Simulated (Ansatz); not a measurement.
## BaO: from a migration barrier to a jump rate

Level of theory: DFT PBE, scalar-relativistic, plane waves, PAW in Ansatz 0.2.0. The runs took a 420 eV cutoff, a Γ-centred 4×4×4 mesh and Gaussian smearing (0.05 eV). Spin–orbit coupling is left out, which matters for the heavy elements here. No spin polarisation.

In a supercell of 16 sites an atom of Ba jumps into a neighbouring Ba vacancy, a = 3.94 Å from site to site in the perfect crystal, with a cell charge of -2 (uniform background, no finite-size correction). A nudged elastic band with 1 inner image puts the highest image 0.682 eV above the start and 0.682 eV above the end. Take it as the barrier; the order of the saddle wasn't checked, and the cell is small.

**Question.** With an assumed attempt frequency of 10¹³ s⁻¹, how often does the jump happen, and how fast does the vacancy diffuse?

**Answer.** Transition-state theory gives Γ = ν exp(−E/k_BT), and one such jump direction contributes Γa²/6 to the vacancy's diffusion coefficient averaged over directions:

| T (K) | E/k_BT | Γ (1/s) | Γa²/6 (cm²/s) |
| --- | --- | --- | --- |
| 300 | 26.4 | 3.5 × 10^1 | 9.1 × 10^-15 |
| 600 | 13.2 | 1.9 × 10^7 | 4.9 × 10^-9 |
| 1000 | 7.9 | 3.7 × 10^9 | 9.5 × 10^-7 |
| 1500 | 5.3 | 5.1 × 10^10 | 1.3 × 10^-5 |

The rate reaches one jump a second at T = E/(k_B ln 10¹³) = 264 K. The number of equivalent jumps multiplies D if they link up through the crystal; a hop between two sites alone gives no long-range diffusion, which then waits on a higher barrier. In either case the atoms' own diffusion carries the vacancy concentration and a correlation factor besides. Rows above the melting point are formal, and so are rows where E/k_BT falls under about 3, since the theory needs rare jumps.

**Question.** How much does an error of 0.1 eV in the barrier matter?

**Answer.** It multiplies the rate by exp(0.1 eV/k_BT): 48 at 300 K and 3.2 at 1000 K, more than the usual doubt about ν at low temperature.

Cost: 1 run of about 18 core-minutes, on Arm Neoverse V1 (shared hosts).